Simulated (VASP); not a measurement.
Wanted: the native input for a VASP 6.6.1 run.

| Property | Result |
| --- | --- |
| Task | electron localisation function |
| Functional | PW91 |
| Dispersion | D3(BJ) |
| Potentials or basis | VASP PAW PBE potentials, release 64 (Ta_pv) |
| Cutoff | 520 eV |
| k mesh | 8 × 8 × 8 |
| Occupations | methfessel-paxton, width 0.2 eV |
| Spin | no spin polarisation |
| Further INCAR settings | ALGO = Fast; EDIFF = 1e-06; NBANDS = 23; ISYM = 1 |

The structure of Ta lies in Ta.cif:

```cif
data_Ta
_cell_length_a 3.30256000
_cell_length_b 3.30256000
_cell_length_c 3.30256000
_cell_angle_alpha 90.00000000
_cell_angle_beta 90.00000000
_cell_angle_gamma 90.00000000
_space_group_name_H-M_alt 'Im-3m'
_space_group_name_Hall '-I 4 2 3'
_space_group_IT_number 229
loop_
_space_group_symop_operation_xyz
'x,y,z'
'-x,-y,-z'
'-y,x,z'
'y,-x,-z'
'-x,-y,z'
'x,y,-z'
'y,-x,z'
'-y,x,-z'
'x,-y,-z'
'-x,y,z'
'-y,-x,-z'
'y,x,z'
'-x,y,-z'
'x,-y,z'
'y,x,-z'
'-y,-x,z'
'z,x,y'
'-z,-x,-y'
'z,-y,x'
'-z,y,-x'
'z,-x,-y'
'-z,x,y'
'z,y,-x'
'-z,-y,x'
'-z,x,-y'
'z,-x,y'
'-z,-y,-x'
'z,y,x'
'-z,-x,y'
'z,x,-y'
'-z,y,x'
'z,-y,-x'
'y,z,x'
'-y,-z,-x'
'x,z,-y'
'-x,-z,y'
'-y,z,-x'
'y,-z,x'
'-x,z,y'
'x,-z,-y'
'-y,-z,x'
'y,z,-x'
'-x,-z,-y'
'x,z,y'
'y,-z,-x'
'-y,z,x'
'x,-z,y'
'-x,z,-y'
'x+1/2,y+1/2,z+1/2'
'-x+1/2,-y+1/2,-z+1/2'
'-y+1/2,x+1/2,z+1/2'
'y+1/2,-x+1/2,-z+1/2'
'-x+1/2,-y+1/2,z+1/2'
'x+1/2,y+1/2,-z+1/2'
'y+1/2,-x+1/2,z+1/2'
'-y+1/2,x+1/2,-z+1/2'
'x+1/2,-y+1/2,-z+1/2'
'-x+1/2,y+1/2,z+1/2'
'-y+1/2,-x+1/2,-z+1/2'
'y+1/2,x+1/2,z+1/2'
'-x+1/2,y+1/2,-z+1/2'
'x+1/2,-y+1/2,z+1/2'
'y+1/2,x+1/2,-z+1/2'
'-y+1/2,-x+1/2,z+1/2'
'z+1/2,x+1/2,y+1/2'
'-z+1/2,-x+1/2,-y+1/2'
'z+1/2,-y+1/2,x+1/2'
'-z+1/2,y+1/2,-x+1/2'
'z+1/2,-x+1/2,-y+1/2'
'-z+1/2,x+1/2,y+1/2'
'z+1/2,y+1/2,-x+1/2'
'-z+1/2,-y+1/2,x+1/2'
'-z+1/2,x+1/2,-y+1/2'
'z+1/2,-x+1/2,y+1/2'
'-z+1/2,-y+1/2,-x+1/2'
'z+1/2,y+1/2,x+1/2'
'-z+1/2,-x+1/2,y+1/2'
'z+1/2,x+1/2,-y+1/2'
'-z+1/2,y+1/2,x+1/2'
'z+1/2,-y+1/2,-x+1/2'
'y+1/2,z+1/2,x+1/2'
'-y+1/2,-z+1/2,-x+1/2'
'x+1/2,z+1/2,-y+1/2'
'-x+1/2,-z+1/2,y+1/2'
'-y+1/2,z+1/2,-x+1/2'
'y+1/2,-z+1/2,x+1/2'
'-x+1/2,z+1/2,y+1/2'
'x+1/2,-z+1/2,-y+1/2'
'-y+1/2,-z+1/2,x+1/2'
'y+1/2,z+1/2,-x+1/2'
'-x+1/2,-z+1/2,-y+1/2'
'x+1/2,z+1/2,y+1/2'
'y+1/2,-z+1/2,-x+1/2'
'-y+1/2,z+1/2,x+1/2'
'x+1/2,-z+1/2,y+1/2'
'-x+1/2,z+1/2,-y+1/2'
loop_
_atom_site_label
_atom_site_type_symbol
_atom_site_symmetry_multiplicity
_atom_site_Wyckoff_symbol
_atom_site_fract_x
_atom_site_fract_y
_atom_site_fract_z
_atom_site_occupancy
Ta1 Ta 2 a 0.0000000000 0.0000000000 0.0000000000 1
```

The structure of Ta lies in POSCAR:

```
Ta
 1.0000000000000000
     3.3025600000000002    0.0000000000000000    0.0000000000000000
     0.0000000000000000    3.3025600000000002    0.0000000000000000
     0.0000000000000000    0.0000000000000000    3.3025600000000002
 Ta 
   2
Cartesian
  0.0000000000000000  0.0000000000000000  0.0000000000000000
  1.6512800000000001  1.6512800000000001  1.6512800000000001
```

The input as run:

INCAR

```
  ALGO = Fast
  EDIFF = 1E-6
  ENCUT = 520
  GGA = 91
  ISIF = 2
  ISMEAR = 1
  ISYM = 1
  IVDW = 12
  LASPH = T
  LCHARG = T
  LELF = T
  LREAL = F
  LWAVE = F
  NBANDS = 23
  NELM = 60
  PREC = Accurate
  SIGMA = 0.2
  VDW_A1 = 0.6319
  VDW_A2 = 4.5718
  VDW_S6 = 1.0
  VDW_S8 = 1.9598
```

KPOINTS

```
k-points
0
Gamma
  8 8 8
```

Potentials or basis: VASP PAW PBE potentials, release 64 (Ta_pv).

Command:

```bash
$ ase convert -i cif -o vasp Ta.cif POSCAR
$ cat potpaw_PBE.64/Ta_pv/POTCAR > POTCAR
$ mpirun -np 1 vasp_std > vasp.out
```

Results of the run:

* Pressure: 0.0 GPa
* Band gap on the k mesh: none (metal or under the smearing width)
* Dispersion energy per atom: -0.407 eV

Caveat: the PAW data sets were made with another functional, which shifts forces and pressure a little; pairwise dispersion overbinds metals, which lowers pressure and volume.

It took 19 s on 1 thread of AMD EPYC 9R45 (Zen 5), with other jobs on the host, peak memory 0.14 GiB.
